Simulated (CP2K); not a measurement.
The system is C.

```
C
1.0
     2.52210    0.00000    0.00000
    -1.26105    2.18420    0.00000
     0.00000    0.00000   12.35570
C
12
Direct
  0.66667 0.33333 0.35417
  0.33333 0.66667 0.85417
  0.66667 0.33333 0.14583
  0.33333 0.66667 0.64583
  0.66667 0.33333 0.47917
  0.33333 0.66667 0.97917
  0.66667 0.33333 0.02083
  0.33333 0.66667 0.52083
  0.00000 0.00000 0.81250
  0.00000 0.00000 0.31250
  0.00000 0.00000 0.68750
  0.00000 0.00000 0.18750
```

This is a hexagonal form of diamond, not graphite.

Base run:

```yaml
Program: CP2K 2026.2
Functional: PBE
Potentials_or_basis: all electrons (GAPW); pob-DZVP-rev2 basis
Density_cutoff: 6803 eV
k_mesh: 9 × 9 × 2
Occupations: fermi-dirac, width 0.05 eV
Spin: no spin polarisation
```

Its results: band gap on the k mesh 4.68 eV, indirect (least direct gap 5.33 eV); pressure 3.5 GPa; largest force 0.330 eV/Å.

Q: The run is repeated on the same cell with these changes: potentials or basis from all electrons (GAPW); pob-DZVP-rev2 basis to all electrons (GAPW); pob-TZVP-rev2 basis; basis sets from C pob-DZVP-rev2 to C pob-TZVP-rev2. What comes out?

A: Band gap on the k mesh 4.40 eV, indirect (least direct gap 5.33 eV); pressure 2.5 GPa; largest force 0.329 eV/Å.

Caveats: an odd mesh through Γ misses points on the zone boundary, where band edges often lie; the basis of atomic orbitals isn't converged, which shifts pressures, moduli and gaps.
